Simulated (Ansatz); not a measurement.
# Dielectric response of NaH (001) films, part 4 of 5

Aim: the electronic and static ε of rocksalt NaH (001) from films of three thicknesses in a field.

Ansatz 0.2.0; plane-wave DFT, PBE, Ansatz PAW (the session's first sound run).

So far. Step 16 (Field on, atoms free, 10 atoms, units 5, field -0.05 …): The dipole is -0.0388 e·Å, and the gap on the mesh 3.256 eV. Step 17 (Response with the atoms relaxed, 10 atoms, units 5): The induced dipole is that of a conductor 11.79 Å thick.

### Step 18. Relaxing the film, 16 atoms, units 8

This step: plane-wave DFT, PBE, Ansatz PAW (Ansatz 0.2.0).

System of this step: NaH (001), 8 units. The cell holds 16 atoms: 8 Na and 8 H. Cell: a = 3.451 Å, b = 3.451 Å, c = 35.080 Å, α = 90.0°, β = 90.0°, γ = 90.0°. It derives from NaH (rocksalt NaH). Vacuum lies along c.

The next thickness, treated alike, so that differences show the interior and the faces cancel.

input.yaml

```yaml
crystal:
  lattice:
    - [3.45068109, 0.0, 0.0]
    - [0.0, 3.45068109, 0.0]
    - [0.0, 0.0, 35.08]
  atoms:
    - { symbol: Na, position: [0.5, 0.5, 0.2565564424] }
    - { symbol: H, position: [0.0, 0.0, 0.2565564424] }
    - { symbol: Na, position: [0.0, 0.0, 0.3261117446] }
    - { symbol: H, position: [0.5, 0.5, 0.3261117446] }
    - { symbol: Na, position: [0.5, 0.5, 0.3956670468] }
    - { symbol: H, position: [0.0, 0.0, 0.3956670468] }
    - { symbol: Na, position: [0.0, 0.0, 0.4652223489] }
    - { symbol: H, position: [0.5, 0.5, 0.4652223489] }
    - { symbol: Na, position: [0.5, 0.5, 0.5347776511] }
    - { symbol: H, position: [0.0, 0.0, 0.5347776511] }
    - { symbol: Na, position: [0.0, 0.0, 0.6043329532] }
    - { symbol: H, position: [0.5, 0.5, 0.6043329532] }
    - { symbol: Na, position: [0.5, 0.5, 0.6738882554] }
    - { symbol: H, position: [0.0, 0.0, 0.6738882554] }
    - { symbol: Na, position: [0.0, 0.0, 0.7434435576] }
    - { symbol: H, position: [0.5, 0.5, 0.7434435576] }
kpoints:
  mp_grid: { grid: [8, 8, 1] }
hamiltonian:
  xc: pbe
scf:
  occupations: { method: fixed }
  convergence: { dr2_threshold: 1.0e-09 }
efield:
  axis: 3
  dipole_correction: true
  ramp_position: 0.97
  ramp_width: 0.06
relax:
  f_tol: 0.003
  max_steps: 100
output:
  write_potential: true
  write_density: true
  volumetric_format: npy
```

Launch:

```console
> ansatz run input.yaml --threads 8 --pin off --max-ram 12288MiB --backend cpu --events-out ev --progress --plain --runs-dir out
```

Numbers of over 12 decimals in the logs are rounded to 6 here.

Log:

```text
[...]
Crystal: 16 atoms, lattice volume = 417.705 Å³
Basis set: ecut = 420 eV, 8145 PW (Γ), exchange–correlation on 48×48×480 points (8 copies of the dense FFT grid, shifted against one another)
Bands: 56, of which v1, the nominal top of the filled ones, is band 40 counted from 1 (39 counted from 0)
Symmetry: 8 space group operations
k-points: 15 of 64
[...]
- { symbol: H, position: [0.5, 0.5, 0.465773] }
    - { symbol: Na, position: [0.5, 0.5, 0.534224] }
    - { symbol: H, position: [0, 0.0, 0.534227] }
    - { symbol: Na, position: [0, 0.0, 0.602716] }
    - { symbol: H, position: [0.5, 0.5, 0.602720] }
    - { symbol: Na, position: [0.5, 0.5, 0.671198] }
    - { symbol: H, position: [0, 0.0, 0.671121] }
    - { symbol: Na, position: [0, 0.0, 0.739080] }
    - { symbol: H, position: [0.5, 0.5, 0.739898] }
[key lines of the parts left out:]
SCF converged after 7 iterations
Free energy (F): -12021.126609 eV
Fermi energy:    -1.402460 eV
Dipole field:    D = 0.000000 V/Å  (p = 0.000000 e·Å, saw-weighted, corrected)
Work function:   Φ+ = 4.2344 eV   Φ− = 4.2343 eV
```

Wall time 25 s (8 threads of Arm Neoverse N1, shared host); peak memory 1.2 GiB.

Step by step:

```
step  energy less that of the first step (eV)  largest force component (eV/Å)
   1                                   0.0000                          0.0839
   2                                   0.0179                          0.1993
   3                                  -0.0065                          0.0164
   4                                  -0.0087                          0.0118
   5                                  -0.0089                          0.0025
```

Relaxation step 2 was tried and not accepted.

The run keeps the 8 symmetry operations that it works with, so distortions that break them were not tested.

The atoms that moved most (Å):

```
atom     dx     dy      dz  length
Na15  0.000  0.000  -0.153   0.153
 Na1  0.000  0.000   0.153   0.153
 H16  0.000  0.000  -0.124   0.124
  H2  0.000  0.000   0.124   0.124
  H4  0.000  0.000   0.097   0.097
 H14  0.000  0.000  -0.097   0.097
 Na3  0.000  0.000   0.094   0.094
Na13  0.000  0.000  -0.094   0.094
```

The relaxed structure:

```cif
data_structure
_symmetry_space_group_name_H-M 'P 1'
_symmetry_Int_Tables_number 1
_cell_length_a 3.4507
_cell_length_b 3.4507
_cell_length_c 35.0800
_cell_angle_alpha 90.000
_cell_angle_beta 90.000
_cell_angle_gamma 90.000
_cell_volume 417.70
loop_
_atom_site_label
_atom_site_type_symbol
_atom_site_fract_x
_atom_site_fract_y
_atom_site_fract_z
_atom_site_occupancy
Na1 Na 0.50000 0.50000 0.26092 1
H2 H 0.00000 0.00000 0.26010 1
Na3 Na 0.00000 0.00000 0.32880 1
H4 H 0.50000 0.50000 0.32888 1
Na5 Na 0.50000 0.50000 0.39728 1
H6 H 0.00000 0.00000 0.39728 1
Na7 Na 0.00000 0.00000 0.46578 1
H8 H 0.50000 0.50000 0.46577 1
Na9 Na 0.50000 0.50000 0.53422 1
H10 H 0.00000 0.00000 0.53423 1
Na11 Na 0.00000 0.00000 0.60272 1
H12 H 0.50000 0.50000 0.60272 1
Na13 Na 0.50000 0.50000 0.67120 1
H14 H 0.00000 0.00000 0.67112 1
Na15 Na 0.00000 0.00000 0.73908 1
H16 H 0.50000 0.50000 0.73990 1
```

Running mean over 2.44 Å of the planar mean; the ramp of the sawtooth is left out. The electron's electrostatic potential energy less the highest filled level by z:

```
z (Å)  electron's electrostatic potential energy less the highest filled level (eV)
    4                                                                          4.23
    5                                                                          4.23
    6                                                                          4.22
    7                                                                          4.04
    8                                                                          1.84
    9                                                                         0.212
   10                                                                        0.0174
   11                                                                         0.112
   12                                                                         0.136
   13                                                                        0.0514
   14                                                                         0.150
   15                                                                        0.0293
   16                                                                         0.143
   17                                                                         0.110
   18                                                                        0.0952
   19                                                                         0.146
   20                                                                        0.0195
   21                                                                         0.149
   22                                                                        0.0710
   23                                                                         0.128
   24                                                                         0.123
   25                                                                      -0.00763
   26                                                                         0.190
   27                                                                          1.55
   28                                                                          3.99
   29                                                                          4.21
   30                                                                          4.23
   31                                                                          4.23
```

The relaxation took 5 steps and lowered the energy by 0.0089 eV; the largest force on the free atoms ends at 0.0025 eV/Å.

The gap is 3.36 eV, with the valence edge 4.23 eV and the conduction edge 0.87 eV under the upper vacuum level.

### Step 19. Comparing the runs

Times are for 8 threads of Arm Neoverse N1, shared host. The series side by side:

```
no.  units  gap by band count (eV)  ionisation energy, upper face (eV)  electron affinity, upper face (eV)   time  memory (GiB)
  1      3                   3.220                               4.188                              0.9679  5.3 s          0.64
  2      5                   3.334                               4.223                              0.8885   11 s          0.81
  3      8                   3.360                               4.234                              0.8743   25 s           1.2
```

The valence density, planar mean (3) oscillates, so the rows of the table below give means over windows of 1 Å about each position, cut where the curve ends. Its maxima inside the range that stand out by 2 % of the span (Å: e/Å³): 9.0: 1.06, 11.4: 1.07, 13.9: 1.06. Its minima: 10.3: 0.0404, 12.6: 0.0404.

The runs together. Valence density, planar mean against z; means over each step:

```
z (Å)  3 (e/Å³)  5 (e/Å³)  8 (e/Å³)
    5    2.5e-5    2.3e-5    2.0e-5
    6    2.9e-4    2.7e-4    2.3e-4
    7   0.00321   0.00297   0.00256
    8    0.0499    0.0449    0.0355
    9     0.704     0.690     0.670
   10    0.0933     0.111     0.138
   11     0.469     0.433     0.378
   12     0.354     0.389     0.444
   13     0.144     0.118    0.0967
   14     0.667     0.689     0.702
   15    0.0315    0.0622    0.0694
   16   0.00241     0.600     0.555
   17    2.2e-4     0.219     0.265
   18    1.8e-5     0.259     0.201
   19    1.5e-6     0.558     0.616
   20         0    0.0197    0.0599
   21         0   0.00168     0.677
   22         0    1.5e-4     0.132
```

### Step 20. The relaxed film, single point, 16 atoms, units 8

The next thickness, treated alike, so that differences show the interior and the faces cancel.

input.yaml

```yaml
crystal:
  lattice:
    - [3.45068109, 0.0, 0.0]
    - [0.0, 3.45068109, 0.0]
    - [0.0, 0.0, 35.08]
  atoms:
    - { symbol: Na, position: [0.5, 0.5, 0.2609199124] }
    - { symbol: H, position: [0.0, 0.0, 0.260102464] }
    - { symbol: Na, position: [0.0, 0.0, 0.3288024276] }
    - { symbol: H, position: [0.5, 0.5, 0.3288790643] }
    - { symbol: Na, position: [0.5, 0.5, 0.3972837232] }
    - { symbol: H, position: [0.0, 0.0, 0.3972802554] }
    - { symbol: Na, position: [0.0, 0.0, 0.4657764905] }
    - { symbol: H, position: [0.5, 0.5, 0.4657729663] }
    - { symbol: Na, position: [0.5, 0.5, 0.5342235089] }
    - { symbol: H, position: [0.0, 0.0, 0.5342270346] }
    - { symbol: Na, position: [0.0, 0.0, 0.6027162752] }
    - { symbol: H, position: [0.5, 0.5, 0.6027197449] }
    - { symbol: Na, position: [0.5, 0.5, 0.6711975727] }
    - { symbol: H, position: [0.0, 0.0, 0.6711209376] }
    - { symbol: Na, position: [0.0, 0.0, 0.7390800869] }
    - { symbol: H, position: [0.5, 0.5, 0.7398975355] }
kpoints:
  mp_grid: { grid: [8, 8, 1] }
hamiltonian:
  xc: pbe
scf:
  occupations: { method: fixed }
  convergence: { dr2_threshold: 1.0e-09 }
efield:
  axis: 3
  dipole_correction: true
  ramp_position: 0.97
  ramp_width: 0.06
output:
  eigenvalues: true
  dos: { projected: true, e_range: [-7, 7] }
  write_potential: true
  write_density: true
  volumetric_format: npy
checkpoint:
  write: end8.run
  compress: false
  write_wavefunctions: false
```

Log:

```text
[...]
Crystal: 16 atoms, lattice volume = 417.705 Å³
Basis set: ecut = 420 eV, 8145 PW (Γ)
Bands: 56, of which v1, the nominal top of the filled ones, is band 40 counted from 1 (39 counted from 0)
Symmetry: 8 space group operations
k-points: 15 of 64
[...]
k-point 1: bands = [... 36 lower, -3.2914, -2.7233, -2.1958, -1.7997, 2.1267, 2.1377, 3.1840, 3.5701, ... 12 higher]
  k-point 2: bands = [... 36 lower, -2.9070, -2.4248, -2.0169, -1.7459, 2.5616, 2.5672, 3.5855, 3.6020, ... 12 higher]
  k-point 14: bands = [... 36 lower, -1.6091, -1.6091, -1.4023, -1.4023, 3.0556, 3.0556, 3.2705, 3.2705, ... 12 higher]
[key lines of the parts left out:]
SCF converged after 7 iterations
Free energy (F): -12021.126651 eV
Fermi energy:    -1.402269 eV
Dipole field:    D = 0.000000 V/Å  (p = 0.000000 e·Å, saw-weighted, corrected)
Work function:   Φ+ = 4.2344 eV   Φ− = 4.2343 eV
```

Run time: 8.4 s. Hardware: 8 threads; peak memory 1.2 GiB; 64 s of CPU time.

Running mean over 2.44 Å of the planar mean; the ramp of the sawtooth is left out. Electron's electrostatic potential energy less the highest filled level against z:

z (Å), electron's electrostatic potential energy less the highest filled level (eV) and a bar from the least value:
```
        4       4.23 ##############################
        5       4.23 ##############################
        6       4.22 ##############################
        7       4.04 #############################
        8       1.84 #############
        9       0.21 ##
       10       0.02 
       11       0.11 #
       12       0.14 #
       13       0.05 
       14       0.15 #
       15       0.03 
       16       0.14 #
       17       0.11 #
       18       0.09 #
       19       0.15 #
       20       0.02 
       21       0.15 #
       22       0.07 #
       23       0.13 #
       24       0.12 #
       25      -0.01 
       26       0.19 #
       27       1.55 ###########
       28       3.99 ############################
       29       4.21 ##############################
       30       4.23 ##############################
       31       4.23 ##############################
```

The gap is 3.36 eV, with the valence edge 4.23 eV and the conduction edge 0.87 eV under the upper vacuum level.

### Step 21. Atoms held, 16 atoms, units 8, field 0.1 V/Å

Changes to input.yaml since step 20:

```diff
@@ -28,3 +28,3 @@
   occupations: { method: fixed }
-  convergence: { dr2_threshold: 1.0e-09 }
+  convergence: { dr2_threshold: 1.0e-10 }
 efield:
@@ -34,5 +34,4 @@
   ramp_width: 0.06
+  amplitude: 0.1
 output:
-  eigenvalues: true
-  dos: { projected: true, e_range: [-7, 7] }
   write_potential: true
@@ -40,5 +39 @@
   volumetric_format: npy
-checkpoint:
-  write: end8.run
-  compress: false
-  write_wavefunctions: false
```

Log:

```text
[...]
Crystal: 16 atoms, lattice volume = 417.705 Å³
Basis set: ecut = 420 eV, 8145 PW (Γ)
Bands: 56, of which v1, the nominal top of the filled ones, is band 40 counted from 1 (39 counted from 0)
Symmetry: 8 space group operations
k-points: 15 of 64
[...]
k-point 0: bands = [... 36 lower, -3.4336, -2.8458, -2.2880, -1.8158, 1.5275, 2.3755, 2.6052, 3.4220, ... 12 higher]
  k-point 1: bands = [... 36 lower, -3.2920, -2.7266, -2.2006, -1.7596, 1.6981, 2.5406, 2.7928, 3.5349, ... 12 higher]
  k-point 2: bands = [... 36 lower, -2.9100, -2.4330, -2.0278, -1.6889, 2.1534, 2.9533, 3.3101, 3.5207, ... 12 higher]
  k-point 14: bands = [... 36 lower, -1.6275, -1.5443, -1.4756, -1.1380, 2.9932, 2.9932, 3.2829, 3.2829, ... 12 higher]
[key lines of the parts left out:]
SCF converged after 11 iterations
Free energy (F): -12021.131159 eV
Fermi energy:    -1.137979 eV
Dipole field:    D = 0.039066 V/Å  (p = 0.090180 e·Å, saw-weighted, corrected)
```

It took 9.5 s on 8 threads; peak memory 1.2 GiB.

The dipole is 0.0902 e·Å, and the gap on the mesh 2.665 eV.

### Step 22. Single point, 16 atoms, units 8, field -0.1 V/Å

Changes to input.yaml since step 21:

```diff
@@ -34,3 +34,3 @@
   ramp_width: 0.06
-  amplitude: 0.1
+  amplitude: -0.1
 output:
```

Log:

```text
[...]
Crystal: 16 atoms, lattice volume = 417.705 Å³
Basis set: ecut = 420 eV, 8145 PW (Γ)
Bands: 56, of which v1, the nominal top of the filled ones, is band 40 counted from 1 (39 counted from 0)
Symmetry: 8 space group operations
k-points: 15 of 64
[...]
k-point 0: bands = [... 36 lower, -3.4336, -2.8458, -2.2880, -1.8158, 1.5275, 2.3755, 2.6052, 3.4220, ... 12 higher]
  k-point 1: bands = [... 36 lower, -3.2920, -2.7266, -2.2006, -1.7596, 1.6981, 2.5406, 2.7928, 3.5349, ... 12 higher]
  k-point 2: bands = [... 36 lower, -2.9100, -2.4330, -2.0278, -1.6889, 2.1534, 2.9533, 3.3101, 3.5207, ... 12 higher]
  k-point 14: bands = [... 36 lower, -1.6275, -1.5443, -1.4756, -1.1380, 2.9932, 2.9932, 3.2829, 3.2829, ... 12 higher]
[key lines of the parts left out:]
SCF converged after 11 iterations
Free energy (F): -12021.131159 eV
Fermi energy:    -1.137979 eV
Dipole field:    D = -0.039066 V/Å  (p = -0.090180 e·Å, saw-weighted, corrected)
```

It took 9.4 s on 8 threads; peak memory 1.2 GiB; 73 s of CPU time.

The dipole is -0.0902 e·Å, and the gap on the mesh 2.665 eV.

### Step 23. Response with the atoms held, 16 atoms, units 8

This step: plane-wave DFT, PBE, Ansatz PAW; response to a field along the normal, atoms held (Ansatz 0.2.0).

Local field over the applied field, running mean. From the potentials at -0.1 and 0.1 V/Å; running mean over 2.44 Å, taken twice. The local field over applied field by z:

```
z (Å)  local field over applied field
    5                           0.989
    6                           0.943
    7                           0.793
    8                           0.552
    9                           0.359
   10                           0.301
   11                           0.311
   12                           0.319
   13                           0.322
   14                           0.322
   15                           0.322
   16                           0.322
   17                           0.322
   18                           0.322
   19                           0.322
   20                           0.322
   21                           0.322
   22                           0.322
   23                           0.320
   24                           0.312
   25                           0.300
   26                           0.350
   27                           0.533
   28                           0.776
   29                           0.935
   30                           0.987
```

The induced dipole is that of a conductor 13.70 Å thick.

### Step 24. Field on, atoms free, 16 atoms, units 8, field 0.05 V/Å

This step: plane-wave DFT, PBE, Ansatz PAW (Ansatz 0.2.0).

The same pair of relaxations in the field for this thickness.

Changes to input.yaml since step 22:

```diff
@@ -34,3 +34,6 @@
   ramp_width: 0.06
-  amplitude: -0.1
+  amplitude: 0.05
+relax:
+  f_tol: 0.0006
+  max_steps: 70
 output:
```

Log:

```text
[...]
Crystal: 16 atoms, lattice volume = 417.705 Å³
Basis set: ecut = 420 eV, 8145 PW (Γ), exchange–correlation on 48×48×480 points (8 copies of the dense FFT grid, shifted against one another)
Bands: 56, of which v1, the nominal top of the filled ones, is band 40 counted from 1 (39 counted from 0)
Symmetry: 8 space group operations
k-points: 15 of 64
[...]
- { symbol: Na, position: [0, 0.0, 0.465842] }
    - { symbol: H, position: [0.5, 0.5, 0.465688] }
    - { symbol: Na, position: [0.5, 0.5, 0.534318] }
    - { symbol: H, position: [0, 0.0, 0.534161] }
    - { symbol: Na, position: [0, 0.0, 0.602786] }
    - { symbol: H, position: [0.5, 0.5, 0.602638] }
    - { symbol: Na, position: [0.5, 0.5, 0.671289] }
    - { symbol: H, position: [0, 0.0, 0.671073] }
    - { symbol: Na, position: [0, 0.0, 0.739220] }
    - { symbol: H, position: [0.5, 0.5, 0.739781] }
[key lines of the parts left out:]
SCF converged after 5 iterations
Free energy (F): -12021.128113 eV
Fermi energy:    -1.363382 eV
Dipole field:    D = 0.025970 V/Å  (p = 0.059949 e·Å, saw-weighted, corrected)
```

Wall time 21 s (8 threads); peak memory 1.2 GiB.

The relaxation took 4 steps and lowered the energy by 3.8e-4 eV; the largest force on the free atoms ends at 7.6e-5 eV/Å.

The dipole is 0.0599 e·Å, and the gap on the mesh 3.222 eV.

### Step 25. Relaxing in the field, 16 atoms, units 8, field -0.05 V/Å

The opposite sign, again from the field-free geometry; the difference of the two cancels what relaxes without a field.

Changes to input.yaml since step 24:

```diff
@@ -34,3 +34,3 @@
   ramp_width: 0.06
-  amplitude: 0.05
+  amplitude: -0.05
 relax:
```

Log:

```text
[...]
Crystal: 16 atoms, lattice volume = 417.705 Å³
Basis set: ecut = 420 eV, 8145 PW (Γ), exchange–correlation on 48×48×480 points (8 copies of the dense FFT grid, shifted against one another)
Bands: 56, of which v1, the nominal top of the filled ones, is band 40 counted from 1 (39 counted from 0)
Symmetry: 8 space group operations
k-points: 15 of 64
[...]
- { symbol: Na, position: [0, 0.0, 0.465682] }
    - { symbol: H, position: [0.5, 0.5, 0.465838] }
    - { symbol: Na, position: [0.5, 0.5, 0.534158] }
    - { symbol: H, position: [0, 0.0, 0.534312] }
    - { symbol: Na, position: [0, 0.0, 0.602626] }
    - { symbol: H, position: [0.5, 0.5, 0.602792] }
    - { symbol: Na, position: [0.5, 0.5, 0.671140] }
    - { symbol: H, position: [0, 0.0, 0.671210] }
    - { symbol: Na, position: [0, 0.0, 0.739023] }
    - { symbol: H, position: [0.5, 0.5, 0.740023] }
[key lines of the parts left out:]
SCF converged after 5 iterations
Free energy (F): -12021.128113 eV
Fermi energy:    -1.363342 eV
Dipole field:    D = -0.025967 V/Å  (p = -0.059941 e·Å, saw-weighted, corrected)
```

The job ended after 28 s (8 threads; peak memory 1.2 GiB).

The relaxation took 6 steps and lowered the energy by 3.8e-4 eV; the largest force on the free atoms ends at 4.5e-5 eV/Å.

The dipole is -0.0599 e·Å, and the gap on the mesh 3.221 eV.

[end of part 4 of 5]

[Logs are printed without paths, hosts, clocks, repeated set-up lines and the standing remarks that a program may print on its own settings, such as how far it seeks lower states.]

[Hosts, paths, dates, database ids (printed as entryN), source tags and the programs' standing remarks are cut or masked in the printed files.]

[Maps of the electrostatic potential energy from Ansatz leave out the sawtooth potential of an applied field or a dipole correction, so their vacuum need not be flat; planar profiles and work functions include it.]
